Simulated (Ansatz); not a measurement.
# MgO: the cost of one run

Program: Ansatz 0.2.0. Level of theory: DFT PBE, scalar-relativistic, plane waves, PAW. These are calculated values, not measurements.

## 1. The system as given

The structure is hexagonal, space group P-6m2 (No. 187). Conventional cell: a = 2.938 Å, b = 2.938 Å, c = 2.680 Å, α = 90.00°, β = 90.00°, γ = 120.00°. Mg (site symmetry -6m2) has 6 O at 2.16 Å as nearest neighbours. Around O (site symmetry -6m2) lie 6 Mg at 2.16 Å.

Coordinates:

```
CELL_PARAMETERS angstrom
2.93802 0.00000 0.00000
-1.46901 2.54440 0.00000
0.00000 0.00000 2.67968
ATOMIC_POSITIONS crystal
Mg 0.00000 0.00000 0.00000
O 0.33333 0.66667 0.50000
```

The structure comes from the Materials Project (structure only).

## 2. A change within the space group

Against the listed cell: strain xx, yy, zz, yz, xz, xy = -1.8, -1.8, -0.3, +0.0, +0.0, +0.0 %.

Contents of input.yaml:

```yaml
crystal:
  lattice:
    - [2.8839025584, 0.0, 0.0]
    - [-1.4419512792, 2.4975328776, 0.0]
    - [0.0, 0.0, 2.6705154944]
  atoms:
    - { symbol: Mg, position: [0.0, 0.0, 0.0] }
    - { symbol: O, position: [0.33333333, 0.66666667, 0.5] }
basis:
  ecutwfc: 420
kpoints:
  mp_grid: { grid: [12, 12, 10] }
hamiltonian:
  xc: pbe
scf:
  occupations: { method: gaussian, width: 0.02 }
output:
  forces: true
  stress: true
  eigenvalues: true
```

Run with:

```console
ansatz run input.yaml --threads 1 --pin off --max-ram 1331MiB --backend cpu --events-out ev --progress --plain --runs-dir out
```

What time and memory should one allow on 1 thread of an x86-64 CPU, shared host?

About 5 s, with a peak of 0.31 GiB.
